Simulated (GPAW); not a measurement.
CdS in GPAW: convergence with plane-wave cutoff (eV)

Crystal: CdS.

```
CELL_PARAMETERS angstrom
4.26117 0.00000 0.00000
-2.13058 3.69028 0.00000
0.00000 0.00000 5.80417
ATOMIC_POSITIONS crystal
Cd 0.00000 0.00000 0.44269
S 0.66667 0.33333 0.43431
```

Measurements of this composition are mostly on another form, of space group No. 186.

```yaml
Program: GPAW 26.7.0
Task: convergence study
Functional: PBE
Potentials_or_basis: GPAW PAW data sets (gpaw-data 1.2.1)
Cutoff: 200 eV
Basis: pw
k_mesh: 6 × 6 × 4
Occupations: fermi-dirac, width 0.05 eV
Spin: no spin polarisation
```

These are the settings of the first run; the series varies plane-wave cutoff (eV), with any setting tied to it.

Hardware: 1 thread of Arm Neoverse V1, on a shared host.

```
plane-wave cutoff (eV)  energy less the tightest run, at zero smearing (meV/atom)  pressure (GPa)  largest force (eV/Å)  gap on the mesh (eV)  SCF cycles  CPU time (s)  peak memory (GiB)
                   200                                                     478.19           -6.88                 0.022                 1.430          10           5.6               0.13
                   250                                                     293.30           -0.57                 0.007                 1.413          10           7.1               0.13
                   300                                                     236.72           -1.67                 0.007                 1.425          10            10               0.14
                   350                                                     135.61           -1.92                 0.007                 1.442          10            11               0.15
                   400                                                      59.68           -1.37                 0.007                 1.449          10            11               0.15
                   500                                                       8.59           -0.51                 0.007                 1.454          10            19               0.17
                   600                                                       2.93           -0.36                 0.007                 1.453          10            22               0.19
                   800                                                       0.81           -0.35                 0.007                 1.452          10            33               0.22
                  1000                                                       0.00           -0.34                 0.007                 1.451          10            39               0.27
```

Against the tightest run, the energy stays within 1 meV/atom from 800 on; the pressure stays within 0.1 GPa from 600 on; the largest force stays within 0.005 eV/Å from 250 on; the gap on the mesh stays within 0.01 eV from 350 on. The tightest run that finished is the yardstick and may itself not be fully converged.
